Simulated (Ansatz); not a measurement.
# InPd (Pm-3m), stationary points along a deformation path

Computed with Ansatz 0.2.0, DFT PBEsol, scalar-relativistic, plane waves, PAW. The runs took a 420 eV cutoff, a Γ-centred 16×16×16 mesh and Gaussian smearing (0.15 eV). No spin polarisation. Energies are free energies at this smearing, counted from the undisturbed cell; pressure is positive in compression.

Zero of the scan (as given, not relaxed at this level; it stands at -2.9 GPa, and it needn't be the usual structure):

```xyz
2
Lattice="3.2719 0.0000 0.0000 0.0000 3.2719 0.0000 0.0000 0.0000 3.2719" Properties=species:S:1:pos:R:3 pbc="T T T"
In    0.0000    0.0000    0.0000
Pd    1.6359    1.6359    1.6359
```

At fixed volume and fractional coordinates, lengths along (0.577, 0.577, 0.577) are scaled against those across it; ρ is that ratio over its starting value. V = 17.513 Å³/atom. Δσ is the stress along the axis less the mean stress across it (compression positive).

| ρ | ΔE (meV/atom) | Δσ (GPa) | space group |
| --- | --- | --- | --- |
| 0.500 | 9468.1 | 662.48 | R-3m |
| 0.600 | 3449.9 | 286.75 | R-3m |
| 0.710 | 1069.6 | 120.66 | R-3m |
| 1.000 | 0.0 | 0.00 | Pm-3m |
| 1.410 | 182.9 | -10.88 | R-3m |
| 2.000 | 361.0 | 0.00 | Fm-3m |

Problem. How does the stress give the slope of the energy, and where is the energy stationary?

Solution. Along the path d ln(length) is 2/3 d ln ρ on the axis and −1/3 d ln ρ across it, so dE/d ln ρ = −(2/3) V Δσ: the energy falls with ρ where Δσ is positive. Δσ vanishes or changes sign at ρ = 1.000 (Pm-3m), a minimum at 0.0 meV/atom; at ρ = 2.000 (Fm-3m, an end of the scan), at 361.0 meV/atom. Pairs of stationary points between two samples would go unseen, and could change a minimum read from distant neighbours into a maximum. At ρ = 1.000, 2.000 the cell is cubic, where symmetry alone makes the stress isotropic and the slope zero.

In a metal these slopes depend on the k mesh and the smearing.